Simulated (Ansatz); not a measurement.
# A computed series for InN: pressure series

Start from InN in the wurtzite structure (space group P6_3mc, No. 186).

```yaml
crystal:
  lattice:
    - [3.58085, 0.00000, 0.00000]
    - [-1.79043, 3.10111, 0.00000]
    - [0.00000, 0.00000, 5.78816]
  atoms:
    - { symbol: In, position: [0.66667, 0.33333, 0.50197] }
    - { symbol: In, position: [0.33333, 0.66667, 0.00197] }
    - { symbol: N, position: [0.66667, 0.33333, 0.12323] }
    - { symbol: N, position: [0.33333, 0.66667, 0.62323] }
```

Cell and atoms are relaxed at each pressure.

Calculations: Kohn–Sham DFT with the PBE functional, run in Ansatz (a quantum-chemistry and plane-wave program) with PAW and 420 eV plane waves, no SOC, earlier PAW set.

| pressure (GPa) | volume per atom (Å³/atom) |
|---|---|
| -2 | 16.344 |
| -1 | 16.202 |
| 0 | 16.069 |
| 1.8 | 15.841 |
| 4.2 | 15.563 |
| 9 | 15.078 |
| 18 | ? |
| 30 | 13.593 |
| 45 | 12.868 |

**Question.** Fit the third-order Birch–Murnaghan form P(V) = (3B₀/2)[(V₀/V)^(7/3) − (V₀/V)^(5/3)]·[1 + (3/4)(B₀′ − 4)((V₀/V)^(2/3) − 1)] (squares taken in P) to the rows shown and predict the withheld row.

**Answer.** Least squares on the printed values gives V₀ = 16.068 Å³/atom, B₀ = 123 GPa, B₀′ = 4.5; this predicts 14.345 Å³/atom, and the run gives 14.345 Å³/atom, in agreement.

A case with no gap was solved on a k-mesh chosen for an insulator, which is coarse for it. Load acts through the strain it causes; cell and atoms are relaxed under it. No phonon test of stability was made. Tetrahedral semiconductors of this kind turn to denser phases somewhere between about 1 and 50 GPa; those were not computed, so compressed cells here can lie past the real transition. The final runs are not spin-polarised.
